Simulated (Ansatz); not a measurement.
One crystal and one scan (energy over volume and axial ratio) at two levels, PBE (plane waves to 420 eV, PAW, scalar-relativistic; Ansatz, a program for electronic structure) and r2SCAN (plane waves to 500 eV, PAW, scalar-relativistic; Ansatz), each from its own relaxed cell and on its own mesh. The cell shown is that of PBE.

GeO₂ (rutile)

```xyz
6
Lattice="4.4875 0.0000 0.0000 0.0000 4.4875 0.0000 0.0000 0.0000 2.9050" Properties=species:S:1:pos:R:3 pbc="T T T"
Ge     0.0000     0.0000     0.0000
Ge     2.2438     2.2438     1.4525
O      1.3783     1.3783     0.0000
O      3.6221     0.8654     1.4525
O      0.8654     3.6221     1.4525
O      3.1092     3.1092     0.0000
```

Grid over V/V₀ and (c/a)/(c/a)₀, subscript 0 meaning the relaxed cell; the conventional c axis lies along z; no internal relaxation.

Energies are smeared free energies. GeO2 was relaxed with its symmetry unable to fall. As the atoms are clamped, bonds stretch with the cell, which overstates energies and stresses. Percentages come from the unrounded values. Both scans cover V/V₀ from 0.960 to 1.040 and (c/a)/(c/a)₀ from 0.960 to 1.040.

Results of PBE:

| Property | Value |
|---|---|
| Lattice constant a (Å) | 4.488 |
| Lattice constant c (Å) | 2.905 |
| Relaxed volume (Å³/atom) | 9.75 |
| Band gap of the relaxed cell, no spin-orbit coupling (eV) | 1.23 |
| Modulus against c/a change at fixed volume, (3/4V)·∂²E/∂(ln c/a)² (fit, atoms clamped) (GPa) | 137 |

Q: What does r2SCAN give for the same quantities?

A: 
```json
[
 {"quantity": "Lattice constant a (Å)", "r2SCAN": "4.411", "PBE − r2SCAN": "+0.077 (+1.7 %)"},
 {"quantity": "Lattice constant c (Å)", "r2SCAN": "2.870", "PBE − r2SCAN": "+0.035 (+1.2 %)"},
 {"quantity": "Relaxed volume (Å³/atom)", "r2SCAN": "9.31", "PBE − r2SCAN": "+0.44 (+4.8 %)"},
 {"quantity": "Band gap of the relaxed cell, no spin-orbit coupling (eV)", "r2SCAN": "2.51", "PBE − r2SCAN": "-1.28 (-51 %)"},
 {"quantity": "Modulus against c/a change at fixed volume, (3/4V)·∂²E/∂(ln c/a)² (fit, atoms clamped) (GPa)", "r2SCAN": "164", "PBE − r2SCAN": "-27 (-17 %)"}
]
```

PBE gives the higher value for: lattice constant a; lattice constant c; relaxed volume. PBE gives the lower value for: band gap of the relaxed cell, no spin-orbit coupling; modulus against c/a change at fixed volume.

(A scan under strain: stresses follow from slopes of the energy per volume, elastic moduli from its curvatures.)
